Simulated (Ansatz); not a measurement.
The system is Rh.

```
Rh
1.0
     2.73098    0.00000    0.00000
    -1.36549    2.36510    0.00000
     0.00000    0.00000    4.42849
Rh
2
Direct
  0.33333 0.66667 0.25000
  0.66667 0.33333 0.75000
```

This isn't the form of Rh at room conditions, which is fcc.

* Program: Ansatz 0.2.0
* Task: relaxation of cell and atoms
* Functional: HSEsol
* Potentials or basis: Ansatz PAW
* Cutoff: 420 eV (not typed: the program's choice for these potentials)
* k mesh: 6 × 6 × 3
* Occupations: fermi-dirac, width 0.05 eV
* Spin: no spin polarisation

At the start: volume 14.30 Å³/atom.

Question: Where does the relaxation end?

Answer: It ends after 6 steps and the volume is 13.22 Å³/atom (-7.6 %); space group P6_3/mmc (No. 194, to 0.05 Å).

Step by step:
| step | energy change (eV) | largest force (eV/Å) | volume (Å³) |
| --- | --- | --- | --- |
| 1 | 0.0000 | 0.0000 | 28.60 |
| 2 | -0.1854 | 0.0000 | 26.03 |
| 3 | -0.1957 | 0.0000 | 26.45 |
| 4 | -0.1957 | 0.0000 | 26.43 |
| 5 | -0.1957 | 0.0000 | 26.43 |
| 6 | -0.1944 | 0.0000 | 26.43 |

Final structure:
```xyz
2
Lattice="2.6975 0.0000 0.0000 -1.3488 2.3361 0.0000 0.0000 0.0000 4.1949" Properties=species:S:1:pos:R:3 pbc="T T T"
Rh    0.0000    1.5574    1.0487
Rh    1.3488    0.7787    3.1462
```

Caveat: the k mesh is coarse (spacing up to 0.47 Å⁻¹), so the values aren't converged, least of all with exact exchange; the plane-wave basis is chosen anew once the cell has moved, so the energies of steps on either side of that aren't comparable; the PAW data sets come from PBE, with cores solved anew for the run's functional, which leaves a small shift of forces and pressure.
